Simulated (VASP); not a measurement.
Level of theory: PBEsol GGA, VASP's PBE PAW potentials (set 64) (plane waves; VASP).

A VASP calculation is set up with these files.

**POSCAR**
```
CsBr
1.0
  3.5881352713   0.0000000000   0.0000000000
  0.0000000000   3.5881352713   0.0000000000
  0.0000000000   0.0000000000   3.5881352713
Cs Br
1 1
Cartesian
  0.0000000000   0.0000000000   0.0000000000
  1.7940676357   1.7940676357   1.7940676357
```

KPOINTS:
```
Automatic mesh
0
Gamma
7 7 7
0 0 0
```

INCAR:
```
ENCUT  =  500   # plane-wave cut-off (eV)
EDIFFG  =  -0.02   # ionic stop
IBRION  =  2   # conjugate gradients
LREAL  =  .FALSE.
PSTRESS  =  450   # kbar
EDIFF  =  1E-6
NELM  =  100   # most electronic steps
GGA  =  PS   # PBEsol
LMAXMIX  =  4   # l cut-off of mixed one-centre charges
SIGMA  =  0.05   # width (eV)
SYSTEM  =  CsBr
LWAVE  =  .FALSE.
LCHARG  =  .FALSE.
ISMEAR  =  0   # Gaussian
NSW  =  40   # most ionic steps
PREC  =  Accurate
LASPH  =  .TRUE.   # aspherical one-centre terms
ISIF  =  3
ALGO  =  Normal   # blocked Davidson
```

POTCAR, in this order: Cs_sv Br (PBE.64 set). Program: vasp_std.

The run wrote:

OSZICAR:
```
       N       E                     dE             d eps       ncg     rms          rms(c)
DAV:   1     0.898299216042E+02    0.89830E+02   -0.75066E+03   480   0.118E+03
DAV:   2    -0.451146029276E-01   -0.89875E+02   -0.82471E+02   772   0.190E+02
DAV:   3    -0.483374918503E+01   -0.47886E+01   -0.47583E+01   608   0.488E+01
DAV:   4    -0.486769661495E+01   -0.33947E-01   -0.33937E-01   540   0.463E+00
DAV:   5    -0.486794816271E+01   -0.25155E-03   -0.25153E-03   596   0.379E-01    0.437E+00
DAV:   6    -0.466941264192E+01    0.19854E+00   -0.29323E-01   508   0.385E+00    0.229E+00
DAV:   7    -0.463724642139E+01    0.32166E-01   -0.16849E-01   560   0.279E+00    0.691E-01
DAV:   8    -0.463701110962E+01    0.23531E-03   -0.15090E-02   532   0.949E-01    0.700E-02
DAV:   9    -0.463682813882E+01    0.18297E-03   -0.49475E-04   572   0.197E-01    0.324E-02
DAV:  10    -0.463683039318E+01   -0.22544E-05   -0.19209E-04   572   0.909E-02    0.243E-02
DAV:  11    -0.463682533317E+01    0.50600E-05   -0.47811E-05   524   0.511E-02    0.553E-03
DAV:  12    -0.463682429770E+01    0.10355E-05   -0.29991E-06   544   0.156E-02    0.200E-03
DAV:  13    -0.463682421978E+01    0.77920E-07   -0.15602E-06   408   0.827E-03
   1 F= 0.83382053E+01 E0= 0.83382053E+01  d E =0.833821E+01
       N       E                     dE             d eps       ncg     rms          rms(c)
DAV:   1    -0.752635067714E+01   -0.28895E+01   -0.18127E+02   504   0.108E+02    0.197E+01
DAV:   2    -0.157505739079E+01    0.59513E+01   -0.65800E+00   500   0.193E+01    0.790E+00
DAV:   3     0.357830050356E+00    0.19329E+01   -0.47627E+00   496   0.149E+01    0.306E+00
DAV:   4     0.361202870889E+00    0.33728E-02   -0.75056E-02   560   0.229E+00    0.109E+00
DAV:   5     0.362015195988E+00    0.81233E-03   -0.17768E-02   540   0.994E-01    0.197E-01
DAV:   6     0.362360125073E+00    0.34493E-03   -0.12286E-03   524   0.303E-01    0.123E-01
DAV:   7     0.362310009759E+00   -0.50115E-04   -0.15896E-04   552   0.111E-01    0.594E-02
DAV:   8     0.362313381748E+00    0.33720E-05   -0.13790E-05   532   0.309E-02    0.259E-02
DAV:   9     0.362318076462E+00    0.46947E-05   -0.49467E-06   504   0.228E-02    0.354E-03
DAV:  10     0.362317706236E+00   -0.37023E-06   -0.40910E-07   280   0.538E-03
   2 F= 0.96738508E+01 E0= 0.96739634E+01  d E =0.133565E+01
       N       E                     dE             d eps       ncg     rms          rms(c)
DAV:   1    -0.784111949580E+01   -0.82034E+01   -0.80175E+01   496   0.585E+01    0.937E+00
DAV:   2    -0.474180987146E+01    0.30993E+01   -0.37816E+00   484   0.141E+01    0.525E+00
DAV:   3    -0.378960745462E+01    0.95220E+00   -0.24925E+00   500   0.105E+01    0.349E+00
DAV:   4    -0.378246858548E+01    0.71389E-02   -0.45817E-02   536   0.172E+00    0.840E-01
DAV:   5    -0.378120304767E+01    0.12655E-02   -0.11000E-02   524   0.736E-01    0.198E-01
DAV:   6    -0.378097126946E+01    0.23178E-03   -0.11002E-03   504   0.246E-01    0.121E-01
DAV:   7    -0.378097384689E+01   -0.25774E-05   -0.10342E-04   560   0.818E-02    0.519E-02
DAV:   8    -0.378097430652E+01   -0.45962E-06   -0.18669E-05   520   0.313E-02    0.146E-02
DAV:   9    -0.378097509790E+01   -0.79138E-06   -0.18090E-06   344   0.137E-02
   3 F= 0.81308825E+01 E0= 0.81308825E+01  d E =-.207323E+00
       N       E                     dE             d eps       ncg     rms          rms(c)
DAV:   1    -0.369980305533E+01    0.81171E-01   -0.80872E-02   504   0.200E+00    0.308E-01
DAV:   2    -0.369681652787E+01    0.29865E-02   -0.35653E-03   484   0.426E-01    0.149E-01
DAV:   3    -0.369591982867E+01    0.89670E-03   -0.26908E-03   504   0.342E-01    0.597E-02
DAV:   4    -0.369592126198E+01   -0.14333E-05   -0.45705E-05   524   0.533E-02    0.185E-02
DAV:   5    -0.369592188687E+01   -0.62489E-06   -0.78944E-06   532   0.202E-02
   4 F= 0.81289898E+01 E0= 0.81289898E+01  d E =-.209215E+00
       N       E                     dE             d eps       ncg     rms          rms(c)
DAV:   1    -0.367395892083E+01    0.21962E-01   -0.54198E-03   504   0.516E-01    0.783E-02
DAV:   2    -0.367376282823E+01    0.19609E-03   -0.23378E-04   484   0.109E-01    0.385E-02
DAV:   3    -0.367370431929E+01    0.58509E-04   -0.17748E-04   504   0.880E-02    0.159E-02
DAV:   4    -0.367370523800E+01   -0.91871E-06   -0.30229E-06   508   0.137E-02
   5 F= 0.81289260E+01 E0= 0.81289260E+01  d E =-.209279E+00
```

File OUTCAR:
```
------------------------ aborting loop because EDIFF is reached ----------------------------------------
  FORCE on cell =-STRESS in cart. coord.  units (eV):
  Direction    XX          YY          ZZ          XY          YZ          ZX
  --------------------------------------------------------------------------------------
  Total       11.8097555     11.8097555     11.8097555     -0.0000000      0.0000000     -0.0000000
  in kB      450.2716277    450.2716277    450.2716277     -0.0000000      0.0000000     -0.0000000
  external PRESSURE =       0.2716277 kB  Pullay stress =     450.0000000 kB
  volume of cell :       42.02
      direct lattice vectors                 reciprocal lattice vectors
     3.476633965 -0.000000000  0.000000000     0.287634537 -0.000000000 -0.000000000
     0.000000000  3.476633965 -0.000000000     0.000000000  0.287634537  0.000000000
     0.000000000 -0.000000000  3.476633965    -0.000000000  0.000000000  0.287634537
 POSITION                                       TOTAL-FORCE (eV/Angst)
 -----------------------------------------------------------------------------------
      0.00000      0.00000      0.00000        -0.000000      0.000000      0.000000
      1.73832      1.73832      1.73832         0.000000     -0.000000      0.000000
 -----------------------------------------------------------------------------------
    total drift:                                0.000000      0.000000      0.000000
  FREE ENERGIE OF THE ION-ELECTRON SYSTEM (eV)
  ---------------------------------------------------
  free  energy   TOTEN  =        -3.6737052380 eV

  energy  without entropy=       -3.6737052380  energy(sigma->0) =       -3.67370524
  enthalpy is  TOTEN    =         8.1289259809 eV   P V=       11.8026312189

 reached required accuracy - stopping structural energy minimisation
```
(Selected blocks of OUTCAR.)

**CONTCAR**
```
CsBr
   1.00000000000000
     3.4766339651261267   -0.0000000000000000    0.0000000000000000
     0.0000000000000000    3.4766339651261262   -0.0000000000000000
     0.0000000000000000   -0.0000000000000000    3.4766339651261267
  Cs              Br
     1     1
Direct
     0.0000000000000000    0.0000000000000000    0.0000000000000000
     0.5000000000000000    0.5000000000000000    0.5000000000000000
```

Energy and stress use the plane-wave basis of the starting cell.

The compound is CsBr in the CsCl type structure. This run relaxes it under an external pressure of 45 GPa. Symmetry was kept, so distortions that lower it aren't found.
